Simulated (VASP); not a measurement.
# ZrH2 (Fm-3m) in VASP: settings compared

One crystal, ZrH2, is run at these levels: LDA, BLYP; tasks: single point.

Program: VASP 6.6.1. These are calculated values, not measurements. Logs are shortened: lines on timing, memory, paths and dates and some standing lists are left out, and cuts for length are marked.

## (1) Starting point

The structure is cubic, space group Fm-3m (No. 225). The conventional cell has a = 4.818 Å, b = 4.818 Å, c = 4.818 Å, α = 90.00°, β = 90.00°, γ = 90.00°. Around Zr (site symmetry m-3m) lie 8 H at 2.09 Å. H (site symmetry -43m) has 4 Zr at 2.09 Å as nearest neighbours.

The cell is a database's computed one.

## (2) Single point, LDA

INCAR reads:

```
SYSTEM = ZrH2
  PREC = Accurate
  ENCUT = 520
  EDIFF = 1E-7
  ISMEAR = 0
  SIGMA = 0.15
  LREAL = .FALSE.
  LASPH = .TRUE.
  NELM = 100
  ALGO = Fast
  ISIF = 2
  LWAVE = .FALSE.
  LCHARG = .FALSE.
  GGA = CA
  NBANDS = 14
```

KPOINTS reads:

```
Automatic mesh
0
G
  8 8 8
  0 0 0
```

POSCAR reads:

```
ZrH2
1.0
    0.0000000000      2.4092250000      2.4092250000
    2.4092250000      0.0000000000      2.4092250000
    2.4092250000      2.4092250000      0.0000000000
Zr H
1 2
Direct
    0.0000000000      0.0000000000      0.0000000000
    0.7500000000      0.7500000000      0.7500000000
    0.2500000000      0.2500000000      0.2500000000
```

Potentials or basis: VASP PAW LDA potentials, release 64 (Zr_sv, H).

On the command line:

```bash
> cat potpaw_LDA.64/Zr_sv/POTCAR potpaw_LDA.64/H/POTCAR > POTCAR
> mpirun -np 1 vasp_std > vasp.out
```

OUTCAR:

```text
SYSTEM = ZrH2
   PREC = Accurate
   ENCUT = 520
   EDIFF = 1E-7
   ISMEAR = 0
   LREAL = .FALSE.
   LASPH = .TRUE.
   NELM = 100
   ISIF = 2
   GGA = CA

 ion  position               nearest neighbor table
   1  0.000  0.000  0.000-   2 2.09   2 2.09   2 2.09   2 2.09   3 2.09   3 2.09   3 2.09   3 2.09

   2  0.750  0.750  0.750-   1 2.09   1 2.09   1 2.09   1 2.09
   3  0.250  0.250  0.250-   1 2.09   1 2.09   1 2.09   1 2.09

  LATTYP: Found a face centered cubic cell.
 ALAT       =     4.8184500000

  Lattice vectors:

 A1 = (   0.0000000000,   2.4092250000,   2.4092250000)
 A2 = (   2.4092250000,   0.0000000000,   2.4092250000)
 A3 = (   2.4092250000,   2.4092250000,   0.0000000000)

Analysis of symmetry for initial positions (statically):
=====================================================================
 Subroutine PRICEL returns:
 Original cell was already a primitive cell.

 Routine SETGRP: Setting up the symmetry group for a
 face centered cubic supercell.

 Subroutine GETGRP returns: Found 48 space group operations
 (whereof 48 operations were pure point group operations)
 out of a pool of 48 trial point group operations.

The static configuration has the point symmetry O_h .

Analysis of symmetry for dynamics (positions and initial velocities):
=====================================================================
 Subroutine PRICEL returns:
 Original cell was already a primitive cell.

 Routine SETGRP: Setting up the symmetry group for a
 face centered cubic supercell.

 Subroutine GETGRP returns: Found 48 space group operations
 (whereof 48 operations were pure point group operations)
 out of a pool of 48 trial point group operations.

The dynamic configuration has the point symmetry O_h .

 Subroutine INISYM returns: Found 48 space group operations
 (whereof 48 operations are pure point group operations),
 and found     1 'primitive' translations

----------------------------------------------------------------------------------------

                                     Primitive cell

  volume of cell :      27.9680

  direct lattice vectors                    reciprocal lattice vectors
     0.000000000  2.409225000  2.409225000    -0.207535618  0.207535618  0.207535618
     2.409225000  0.000000000  2.409225000     0.207535618 -0.207535618  0.207535618
     2.409225000  2.409225000  0.000000000     0.207535618  0.207535618 -0.207535618

  length of vectors
     3.407158670  3.407158670  3.407158670     0.359462235  0.359462235  0.359462235

  position of ions in fractional coordinates (direct lattice)
     0.000000000  0.000000000  0.000000000
     0.750000000  0.750000000  0.750000000
     0.250000000  0.250000000  0.250000000

  ion indices of the primitive-cell ions
   primitive index   ion index
                 1           1
                 2           2
                 3           3

----------------------------------------------------------------------------------------

 KPOINTS: Automatic mesh

Automatic generation of k-mesh.
 Grid dimensions read from file:
 generate k-points for:    8    8    8

 Generating k-lattice:

  Cartesian coordinates                     Fractional coordinates (reciprocal lattice)
    -0.025941952  0.025941952  0.025941952     0.125000000  0.000000000  0.000000000
     0.025941952 -0.025941952  0.025941952     0.000000000  0.125000000  0.000000000
     0.025941952  0.025941952 -0.025941952     0.000000000  0.000000000  0.125000000

  Length of vectors
     0.044932779  0.044932779  0.044932779

  Shift w.r.t. Gamma in fractional coordinates (k-lattice)
     0.000000000  0.000000000  0.000000000

 Subroutine IBZKPT returns following result:
 ===========================================

 Found     29 irreducible k-points:

 Following reciprocal coordinates:
            Coordinates               Weight
  0.000000  0.000000  0.000000      1.000000
  0.125000  0.000000  0.000000      8.000000
  0.250000  0.000000  0.000000      8.000000
  0.375000  0.000000  0.000000      8.000000
  0.500000  0.000000  0.000000      4.000000
  0.125000  0.125000  0.000000      6.000000
[... 16 lines left out ...]
  0.500000  0.250000  0.125000     48.000000
 -0.375000  0.250000  0.125000     24.000000
 [... further k-points ...]
   k-points           NKPTS =     29   k-points in BZ     NKDIM =     29   number of bands    NBANDS=     14
   number of dos      NEDOS =    301   number of ions     NIONS =      3
   total plane-waves  NPLWV =  21952
   dimension x,y,z NGX =    28 NGY =   28 NGZ =   28
   dimension x,y,z NGXF=    56 NGYF=   56 NGZF=   56
   ions per type =               1   2
   NGX,Y,Z   is equivalent  to a cutoff of  13.66, 13.66, 13.66 a.u.
   NGXF,Y,Z  is equivalent  to a cutoff of  27.32, 27.32, 27.32 a.u.
 SYSTEM =  ZrH2
   PREC   = accura    normal or accurate (medium, high low for compatibility)
   ISTART =      0    job   : 0-new  1-cont  2-samecut
   ICHARG =      2    charge: 1-file 2-atom 10-const
   ISPIN  =      1    spin polarized calculation?
   LNONCOLLINEAR =      F non collinear calculations
   LSORBIT =      F    spin-orbit coupling
   LASPH  =      T    aspherical Exc in radial PAW
   ENCUT  =  520.0 eV  38.22 Ry    6.18 a.u.   6.34  6.34  6.34*2*pi/ulx,y,z
   NELM   =    100;   NELMIN=  2; NELMDL= -5     # of ELM steps
   EDIFF  = 0.1E-06   stopping-criterion for ELM
   LREAL  =      F    real-space projection
   EDIFFG = 0.1E-05   stopping-criterion for IOM
   NSW    =      0    number of steps for IOM
   IBRION =     -1    ionic relax: 0-MD 1-quasi-New 2-CG
   NFREE  =      0    steps in history (QN), initial steepest desc. (CG)
   ISIF   =      2    stress and relaxation
   ISYM   =      2    0-nonsym 1-usesym 2-fastsym
   POTIM  = 0.5000    time-step for ionic-motion
   TEBEG  =    0.0;   TEEND  =   0.0 temperature during run
   PSTRESS=    0.0 pullay stress
   NELECT =      14.0000    total number of electrons
   NUPDOWN=      -1.0000    fix difference up-down
   EMIN   =  10.00;   EMAX   =-10.00  energy-range for DOS
   EFERMI =   0.00;   METHOD = LEGACY
   ISMEAR =     0;   SIGMA  =   0.15  broadening in eV -4-tet -1-fermi 0-gaus
   EFERMI_NEDOS =   21; number of points for ismear=-14 and -15
   IALGO  =     68    algorithm
   IMIX   =      4    mixing-type and parameters
     AMIX     =   0.40;   BMIX     =  1.00
     AMIX_MAG =   1.60;   BMIX_MAG =  1.00
  volume/ion in A,a.u.               =       9.32        62.91
  Fermi-wavevector in a.u.,A,eV,Ry     =   1.299861  2.456381 22.988919  1.689638
  Thomas-Fermi vector in A             =   2.431097
   LORBIT       =      0    0 simple, 1 ext, 2 COOP (PROOUT), +10 PAW based schemes
   GGA     = CA    functional components
   LHFCALC =     F    Hartree Fock is set to
   AEXX    =    0.0000 exact exchange contribution
   IVDW    =     0    specifies the selected vdW correction
   LEPSILON=     F    determine dielectric tensor
   LRPA    =     F    only Hartree local field effects (RPA)
 non-spin polarized calculation
 RMM-DIIS sequential band-by-band and
 Gauss-broadening in eV      SIGMA  =   0.15
  energy-cutoff  :      520.00
  volume of cell :       27.97
 maximum number of plane-waves:       769
 NGX is ok and might be reduce to    28
   NGX = 13   NGY = 13   NGZ = 13

 number of electron      14.0000000 magnetization

 Free energy of the ion-electron system (eV)
  ---------------------------------------------------
  ext. energy  EPLUGINS =         0.00000000
  ---------------------------------------------------
  free energy    TOTEN  =       -18.26463623 eV

  energy without entropy =      -18.24863630  energy(sigma->0) =      -18.25663626

 E-fermi :   8.1914     XC(G=0): -11.3560

 val. band max:        8.1621351298   @ k =   0.1250   0.1250   0.0000
 cond. band min:       8.2399842922   @ k =   0.2500   0.0000   0.0000
 fundamental gap:      0.0778491624
 Fermi energy:         8.1914043427

 k-point     1 :       0.0000    0.0000    0.0000
  band No.  band energies     occupation
      1     -40.7883      2.00000
      2     -18.6939      2.00000
      3     -18.6939      2.00000
      4     -18.6939      2.00000
      5      -1.3434      2.00000
      6       7.0020      2.00000
      7       7.8349      1.99922
      8       7.8349      1.99922
      9       7.8349      1.99922
     10      10.4062      0.00000
     11      10.4062      0.00000
     12      19.1893      0.00000
     13      20.4343      0.00000
     14      20.4343      0.00000

 k-point     2 :       0.1250    0.0000    0.0000
  band No.  band energies     occupation
      1     -40.7770      2.00000
      2     -18.7958      2.00000
      3     -18.7060      2.00000
      4     -18.7060      2.00000
      5      -0.9655      2.00000
      6       5.2826      2.00000
      7       8.0219      1.89008
      8       8.0219      1.89008
      9      10.0190      0.00000
     10      10.2450      0.00000
     11      10.2450      0.00000
     12      17.3252      0.00000
     13      21.2321      0.00000
     14      21.2322      0.00000

 k-point     3 :       0.2500    0.0000    0.0000
  band No.  band energies     occupation
      1     -40.7497      2.00000
      2     -19.0341      2.00000
      3     -18.7351      2.00000
      4     -18.7351      2.00000
      5      -0.0488      2.00000
      6       3.9305      2.00000
      7       8.2400      0.64694
      8       8.2400      0.64694
      9      10.3160      0.00000
     10      10.3160      0.00000
     11      12.3694      0.00000
     12      16.0467      0.00000
     13      19.8786      0.00000
     14      23.1993      0.00000

 k-point     4 :       0.3750    0.0000    0.0000
  band No.  band energies     occupation
      1     -40.7223      2.00000
      2     -19.2622      2.00000
      3     -18.7640      2.00000
      4     -18.7640      2.00000
      5       0.6959      2.00000
      6       3.6035      2.00000
      7       8.0825      1.69533
      8       8.0825      1.69533
      9      11.1580      0.00000
     10      11.1580      0.00000
     11      12.9809      0.00000
     12      15.5853      0.00000
     13      18.5785      0.00000
     14      20.7306      0.00000

 k-point     5 :       0.5000    0.0000    0.0000
  band No.  band energies     occupation
      1     -40.7108      2.00000
      2     -19.3540      2.00000
      3     -18.7759      2.00000
      4     -18.7759      2.00000
      5       0.8439      2.00000
      6       3.8290      2.00000
      7       7.9623      1.96920
      8       7.9623      1.96920
      9      11.7558      0.00000
     10      11.7558      0.00000
     11      12.9205      0.00000
[... 276 lines left out ...]
 k-point    22 :       0.3750    0.2500    0.1250
  band No.  band energies     occupation
      1     -40.7294      2.00000
      2     -19.0954      2.00000
      3     -18.8526      2.00000
      4     -18.7735      2.00000
      5       0.8122      2.00000
      6       3.1096      2.00000
      7       7.6107      2.00000
      8       9.2141      0.00000
      9       9.3040      0.00000
     10      11.4303      0.00000
     11      14.2570      0.00000
     12      16.7126      0.00000
     13      17.8569      0.00000
     14      19.7203      0.00000

 k-point    23 :       0.5000    0.2500    0.1250
  band No.  band energies     occupation
      1     -40.7073      2.00000
      2     -19.2137      2.00000
      3     -18.9294      2.00000
      4     -18.8082      2.00000
      5       1.5775      2.00000
      6       2.9102      2.00000
      7       6.9511      2.00000
      8       9.0260      0.00000
      9      10.4528      0.00000
     10      12.2903      0.00000
     11      14.7697      0.00000
     12      15.9249      0.00000
     13      16.6471      0.00000
     14      19.3844      0.00000

 k-point    24 :      -0.3750    0.2500    0.1250
  band No.  band energies     occupation
      1     -40.6981      2.00000
      2     -19.2631      2.00000
      3     -18.9561      2.00000
      4     -18.8264      2.00000
      5       1.6730      2.00000
      6       3.1908      2.00000
      7       6.7401      2.00000
      8       8.8647      0.00000
      9      11.2710      0.00000
     10      12.4706      0.00000
     11      13.8545      0.00000
     12      15.9353      0.00000
     13      16.5533      0.00000
     14      19.3739      0.00000

 [... further k-points ...]

------------------------ aborting loop because EDIFF is reached ----------------------------------------

  FORCE on cell =-STRESS in cart. coord.  units (eV):
  Direction    XX          YY          ZZ          XY          YZ          ZX
  --------------------------------------------------------------------------------------
  -------------------------------------------------------------------------------------
  Total       -1.1873987     -1.1873987     -1.1873987      0.0000000      0.0000000      0.0000000
  in kB      -68.0213237    -68.0213237    -68.0213237      0.0000000      0.0000000      0.0000000
  external PRESSURE =     -68.0213237 kB  Pullay stress =       0.0000000 kB

 VOLUME and BASIS-vectors are now :
 -----------------------------------------------------------------------------
  energy-cutoff  :      520.00
  volume of cell :       27.97
      direct lattice vectors                 reciprocal lattice vectors
     0.000000000  2.409225000  2.409225000    -0.207535618  0.207535618  0.207535618
     2.409225000  0.000000000  2.409225000     0.207535618 -0.207535618  0.207535618
     2.409225000  2.409225000  0.000000000     0.207535618  0.207535618 -0.207535618

 POSITION                                       TOTAL-FORCE (eV/Angst)
 -----------------------------------------------------------------------------------
      0.00000      0.00000      0.00000         0.000000      0.000000      0.000000
      3.61384      3.61384      3.61384        -0.000000     -0.000000     -0.000000
      1.20461      1.20461      1.20461        -0.000000      0.000000      0.000000
 -----------------------------------------------------------------------------------
    total drift:                               -0.000000     -0.000000      0.000000

  FREE ENERGIE OF THE ION-ELECTRON SYSTEM (eV)
  ---------------------------------------------------
  free  energy   TOTEN  =       -18.2646362308 eV

  energy  without entropy=      -18.2486362991  energy(sigma->0) =      -18.25663626
```

Run time: 9.1 s. Hardware: 1 thread of Intel Xeon 6975P-C (Granite Rapids), shared host; peak memory 0.14 GiB.

Results:

```
Free energy            : -18.2646 eV
Pressure               : -6.8 GPa
Band gap on the k mesh : none (metal or under the smearing width)
```

Levels at points of the mesh, in eV from the Fermi level:
```tsv
k point	band 3	band 4	band 5	band 6	band 7	band 8	band 9	band 10	band 11	band 12
(0.00, 0.00, 0.00)	-26.89	-26.89	-9.53	-1.19	-0.36	-0.36	-0.36	2.21	2.21	11.00
(0.50, 0.00, 0.00)	-26.97	-26.97	-7.35	-4.36	-0.23	-0.23	3.56	3.56	4.73	6.37
(0.50, 0.50, 0.00)	-27.10	-27.10	-6.47	-4.46	-3.34	3.74	3.80	3.80	6.65	6.65
```

(Part 1 of 2 ends here.)
